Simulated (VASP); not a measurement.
A run of VASP 6.6.1 is set up as follows.

The input POSCAR:

```
CdTe
1.0
    0.0000000000      3.0443556749      3.0443556749
    3.0443556749      0.0000000000      3.0443556749
    3.0443556749      3.0443556749      0.0000000000
Cd Te
1 1
Direct
    0.0000000000      0.0000000000      0.0000000000
    0.5000000000      0.5000000000      0.5000000000
```

Contents of INCAR.step1:

```
SYSTEM = CdTe
ALGO = Normal ; EDIFF = 1E-4
ENCUT = 520 ; GGA = PE
ISMEAR = -1 ; LASPH = .True.
LCHARG = .False. ; LREAL = .False.
LWAVE = .True. ; NBANDS = 16
NELM = 100 ; PREC = Accurate
SIGMA = 0.2
```

INCAR.step2

```
SYSTEM = CdTe
ALGO = Normal ; EDIFF = 1E-6
ENCUT = 520 ; ISIF = 2
ISMEAR = -1 ; ISTART = 1
LASPH = .True. ; LCHARG = .True.
LELF = .True. ; LMIXTAU = .True.
LREAL = .False. ; LVHAR = .True.
LWAVE = .False. ; METAGGA = R2SCAN
NBANDS = 16 ; NELM = 100
PREC = Accurate ; SIGMA = 0.2
```

File KPOINTS:

```
k-points
0
Gamma
  6 6 6
  0 0 0
```

Potentials or basis: VASP PAW PBE potentials, release 64 (Cd, Te).

The run is started by

```console
$ cat potpaw_PBE.64/Cd/POTCAR potpaw_PBE.64/Te/POTCAR > POTCAR
$ cp INCAR.step1 INCAR
$ mpirun -np 1 vasp_std > vasp.out
$ cp INCAR.step2 INCAR
$ mpirun -np 1 vasp_std > vasp.out
```

(1) What does it give for the pressure?

(2) Estimate the band gap on the k mesh.

Results:

(1) 0.2 GPa.

(2) none (metal or under the smearing width).

Caveat: the PAW data sets were made with another functional, which shifts forces and pressure a little.
